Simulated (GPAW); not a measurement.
The system is TePb.

```xyz
2
Lattice="4.0023 0.0000 0.0000 0.0000 4.0023 0.0000 0.0000 0.0000 4.0023" Properties=species:S:1:pos:R:3 pbc="T T T"
Pb    0.0000    0.0000    0.0000
Te    2.0011    2.0011    2.0011
```

Measurements of this composition are mostly on another form, of space group No. 225.

Program: GPAW 26.7.0. Alike in all runs: task single point; no spin polarisation; cell as given; k mesh 7 × 7 × 7; cutoff (eV) 600.

Problem. Order these runs on this cell by their pressure, lowest first.
A. level LDA; potentials or basis the program's PAW data sets (release 1.2.1) made for this functional, pw; smearing gaussian 0.1 eV
B. level PBE; potentials or basis GPAW PAW data sets (gpaw-data 1.2.1), pw; smearing gaussian 0.029 eV
C. level RPBE; potentials or basis the program's PAW data sets (release 1.2.1) made for this functional, pw; smearing gaussian 0.05 eV

Solution. A (-4.2 GPa), B (-0.2 GPa), C (1.4 GPa).
